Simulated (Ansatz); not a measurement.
# C (Fd-3m) in Ansatz: a series of runs, part 2 of 2

Ansatz 0.2.0. Earlier steps stand in the parts before.

## (3) Single point, r2SCAN-EpsX, 5.33 Å³/atom (volume scaled by 0.94)

Contents of input.yaml:

```yaml
crystal:
  lattice:
    - [0.0, 1.7469644787, 1.7469644787]
    - [1.7469644787, 0.0, 1.7469644787]
    - [1.7469644787, 1.7469644787, 0.0]
  atoms:
    - { symbol: C, position: [0.75, 0.75, 0.75] }
    - { symbol: C, position: [0.5, 0.5, 0.5] }
hamiltonian:
  xc:
    exchange: r2scan
    correlation: r2scan
    exx: { coeff: inverse_dielectric }
  pseudopotentials: { kind: paw }
kpoints:
  mp_grid: { grid: [7, 7, 7] }
scf:
  occupations: { method: fermi_dirac, width: 0.05 }
output:
  forces: true
  stress: true
  eigenvalues: true
  write_density: true
  write_potential: true
  elf: true
  volumetric_format: npy
```

Potentials or basis: Ansatz PAW.

Started as:

```console
> ansatz run input.yaml --threads 2 --pin off --max-ram 5632MiB --backend cpu --events-out ev --progress --plain --runs-dir out
```

Run time: 33 s. Hardware: 2 threads of Intel Xeon at 2.50GHz (Skylake/Cascade Lake), shared host; peak memory 0.56 GiB.

Results (log left out):

```
Free energy             : -502.9549 eV
Pressure                : 22.5 GPa
Band gap on the k mesh  : 5.89 eV, indirect (least direct gap 7.44 eV)
Share of exact exchange : 0.176
```

Caveat: the k mesh is coarse (spacing up to 0.44 Å⁻¹), so the values aren't converged, least of all with exact exchange; odd divisions of the mesh miss points on the zone boundary, where band edges often lie, so the gap on the mesh can be too wide; the PAW data sets come from PBE, with cores solved anew for the run's functional, which leaves a small shift of forces and pressure; the thresholds are loose for stress.

## (4) Single point, r2SCAN-EpsX, 5.44 Å³/atom (volume scaled by 0.96)

input.yaml: that of step 3 with these lines changed.

```diff
@@ -2,5 +2,5 @@
   lattice:
-    - [0.0, 1.7469644787, 1.7469644787]
-    - [1.7469644787, 0.0, 1.7469644787]
-    - [1.7469644787, 1.7469644787, 0.0]
+    - [0.0, 1.7592674508, 1.7592674508]
+    - [1.7592674508, 0.0, 1.7592674508]
+    - [1.7592674508, 1.7592674508, 0.0]
   atoms:
@@ -22,5 +22 @@
   eigenvalues: true
-  write_density: true
-  write_potential: true
-  elf: true
-  volumetric_format: npy
```

Started as:

```console
> ansatz run input.yaml --threads 2 --pin off --max-ram 5632MiB --backend cpu --events-out ev --progress --plain --runs-dir out
```

Run time: 28 s. Hardware: 2 threads of Intel Xeon at 2.50GHz (Skylake/Cascade Lake), shared host; peak memory 0.56 GiB.

It converged, with:

```yaml
Free_energy: -502.9793 eV
Pressure: 11.4 GPa
Band_gap_on_the_k_mesh: 5.83 eV, indirect (least direct gap 7.37 eV)
Share_of_exact_exchange: 0.175
```

Caveat: the k mesh is coarse (spacing up to 0.44 Å⁻¹), so the values aren't converged, least of all with exact exchange; odd divisions of the mesh miss points on the zone boundary, where band edges often lie, so the gap on the mesh can be too wide; the PAW data sets come from PBE, with cores solved anew for the run's functional, which leaves a small shift of forces and pressure; the thresholds are loose for stress.

## (5) Single point, r2SCAN-EpsX, 5.56 Å³/atom (volume scaled by 0.98)

input.yaml: that of step 4 with these lines changed.

```diff
@@ -2,5 +2,5 @@
   lattice:
-    - [0.0, 1.7592674508, 1.7592674508]
-    - [1.7592674508, 0.0, 1.7592674508]
-    - [1.7592674508, 1.7592674508, 0.0]
+    - [0.0, 1.7714007132, 1.7714007132]
+    - [1.7714007132, 0.0, 1.7714007132]
+    - [1.7714007132, 1.7714007132, 0.0]
   atoms:
@@ -22 +22,5 @@
   eigenvalues: true
+  write_density: true
+  write_potential: true
+  elf: true
+  volumetric_format: npy
```

Started as:

```console
> ansatz run input.yaml --threads 2 --pin off --max-ram 5632MiB --backend cpu --events-out ev --progress --plain --runs-dir out
```

Wall time 29 s (2 threads of Intel Xeon at 2.50GHz (Skylake/Cascade Lake), shared host); peak memory 0.57 GiB.

Results (log left out):

| Item | Value |
| --- | --- |
| Free energy | -502.9888 eV |
| Pressure | 1.3 GPa |
| Band gap on the k mesh | 5.78 eV, indirect (least direct gap 7.30 eV) |
| Share of exact exchange | 0.174 |

Caveat: the k mesh is coarse (spacing up to 0.44 Å⁻¹), so the values aren't converged, least of all with exact exchange; odd divisions of the mesh miss points on the zone boundary, where band edges often lie, so the gap on the mesh can be too wide; the PAW data sets come from PBE, with cores solved anew for the run's functional, which leaves a small shift of forces and pressure; the thresholds are loose for stress.

## (6) Single point, r2SCAN-EpsX, 5.67 Å³/atom

input.yaml: that of step 5 with these lines changed.

```diff
@@ -2,5 +2,5 @@
   lattice:
-    - [0.0, 1.7714007132, 1.7714007132]
-    - [1.7714007132, 0.0, 1.7714007132]
-    - [1.7714007132, 1.7714007132, 0.0]
+    - [0.0, 1.78337, 1.78337]
+    - [1.78337, 0.0, 1.78337]
+    - [1.78337, 1.78337, 0.0]
   atoms:
```

Potentials or basis: Ansatz PAW.

Started as:

```console
> ansatz run input.yaml --threads 2 --pin off --max-ram 5632MiB --backend cpu --events-out ev --progress --plain --runs-dir out
```

Wall time 29 s (2 threads of Intel Xeon at 2.50GHz (Skylake/Cascade Lake), shared host); peak memory 0.57 GiB.

The run converged. Its results:

```yaml
Free_energy: -502.9846 eV
Pressure: -8.0 GPa
Band_gap_on_the_k_mesh: 5.72 eV, indirect (least direct gap 7.23 eV)
Share_of_exact_exchange: 0.173
```

Caveat: the k mesh is coarse (spacing up to 0.44 Å⁻¹), so the values aren't converged, least of all with exact exchange; odd divisions of the mesh miss points on the zone boundary, where band edges often lie, so the gap on the mesh can be too wide; the PAW data sets come from PBE, with cores solved anew for the run's functional, which leaves a small shift of forces and pressure; the thresholds are loose for stress.

## (7) Single point, r2SCAN-EpsX, 5.79 Å³/atom (volume scaled by 1.02)

input.yaml: that of step 6 with these lines changed.

```diff
@@ -2,5 +2,5 @@
   lattice:
-    - [0.0, 1.78337, 1.78337]
-    - [1.78337, 0.0, 1.78337]
-    - [1.78337, 1.78337, 0.0]
+    - [0.0, 1.7951807415, 1.7951807415]
+    - [1.7951807415, 0.0, 1.7951807415]
+    - [1.7951807415, 1.7951807415, 0.0]
   atoms:
@@ -22,5 +22 @@
   eigenvalues: true
-  write_density: true
-  write_potential: true
-  elf: true
-  volumetric_format: npy
```

Started as:

```console
> ansatz run input.yaml --threads 2 --pin off --max-ram 5632MiB --backend cpu --events-out ev --progress --plain --runs-dir out
```

It took 30 s on 2 threads of Intel Xeon at 2.50GHz (Skylake/Cascade Lake), shared host; peak memory 0.59 GiB.

Results (log left out):

```
Free energy             : -502.9681 eV
Pressure                : -16.4 GPa
Band gap on the k mesh  : 5.66 eV, indirect (least direct gap 7.16 eV)
Share of exact exchange : 0.172
```

Caveat: the k mesh is coarse (spacing up to 0.43 Å⁻¹), so the values aren't converged, least of all with exact exchange; odd divisions of the mesh miss points on the zone boundary, where band edges often lie, so the gap on the mesh can be too wide; the PAW data sets come from PBE, with cores solved anew for the run's functional, which leaves a small shift of forces and pressure; the thresholds are loose for stress.

## (8) Single point, r2SCAN-EpsX, 5.90 Å³/atom (volume scaled by 1.04)

input.yaml: that of step 7 with these lines changed.

```diff
@@ -2,5 +2,5 @@
   lattice:
-    - [0.0, 1.7951807415, 1.7951807415]
-    - [1.7951807415, 0.0, 1.7951807415]
-    - [1.7951807415, 1.7951807415, 0.0]
+    - [0.0, 1.806838086, 1.806838086]
+    - [1.806838086, 0.0, 1.806838086]
+    - [1.806838086, 1.806838086, 0.0]
   atoms:
```

Started as:

```console
> ansatz run input.yaml --threads 2 --pin off --max-ram 5632MiB --backend cpu --events-out ev --progress --plain --runs-dir out
```

It took 32 s on 2 threads of Intel Xeon at 2.50GHz (Skylake/Cascade Lake), shared host; peak memory 0.59 GiB.

The run converged. Its results:

```
Free energy             : -502.9402 eV
Pressure                : -24.0 GPa
Band gap on the k mesh  : 5.61 eV, indirect (least direct gap 7.09 eV)
Share of exact exchange : 0.171
```

Caveat: the k mesh is coarse (spacing up to 0.43 Å⁻¹), so the values aren't converged, least of all with exact exchange; odd divisions of the mesh miss points on the zone boundary, where band edges often lie, so the gap on the mesh can be too wide; the PAW data sets come from PBE, with cores solved anew for the run's functional, which leaves a small shift of forces and pressure; the thresholds are loose for stress.

## (9) Single point, r2SCAN-EpsX, 6.01 Å³/atom (volume scaled by 1.06)

input.yaml: that of step 8 with these lines changed.

```diff
@@ -2,5 +2,5 @@
   lattice:
-    - [0.0, 1.806838086, 1.806838086]
-    - [1.806838086, 0.0, 1.806838086]
-    - [1.806838086, 1.806838086, 0.0]
+    - [0.0, 1.8183469191, 1.8183469191]
+    - [1.8183469191, 0.0, 1.8183469191]
+    - [1.8183469191, 1.8183469191, 0.0]
   atoms:
@@ -22 +22,5 @@
   eigenvalues: true
+  write_density: true
+  write_potential: true
+  elf: true
+  volumetric_format: npy
```

Potentials or basis: Ansatz PAW.

Started as:

```console
> ansatz run input.yaml --threads 2 --pin off --max-ram 5632MiB --backend cpu --events-out ev --progress --plain --runs-dir out
```

Wall time 30 s (2 threads of Intel Xeon at 2.50GHz (Skylake/Cascade Lake), shared host); peak memory 0.59 GiB.

It converged, with:

| Property | Result |
| --- | --- |
| Free energy | -502.9021 eV |
| Pressure | -30.9 GPa |
| Band gap on the k mesh | 5.55 eV, indirect (least direct gap 7.02 eV) |
| Share of exact exchange | 0.170 |

Caveat: the k mesh is coarse (spacing up to 0.43 Å⁻¹), so the values aren't converged, least of all with exact exchange; odd divisions of the mesh miss points on the zone boundary, where band edges often lie, so the gap on the mesh can be too wide; the PAW data sets come from PBE, with cores solved anew for the run's functional, which leaves a small shift of forces and pressure; the thresholds are loose for stress.

## (10) Equation of state, r2SCAN-EpsX

Potentials or basis: Ansatz PAW.

No new run: the results of the series are fitted here.

What came out:

```yaml
Equilibrium_volume: 5.58 Å³/atom
Bulk_modulus: 465 GPa
Pressure_derivative_of_the_bulk_modulus: 3.6
```

Energy against volume, from the lowest point:
| volume (Å³/atom) | energy (meV/atom) |
| --- | --- |
| 5.332 | 16.96 |
| 5.445 | 4.74 |
| 5.558 | 0.00 |
| 5.672 | 2.09 |
| 5.785 | 10.36 |
| 5.899 | 24.28 |
| 6.012 | 43.34 |

Caveat: the k mesh is coarse (spacing up to 0.44 Å⁻¹), so the values aren't converged, least of all with exact exchange; the PAW data sets were made with another functional, which shifts forces and pressure a little.
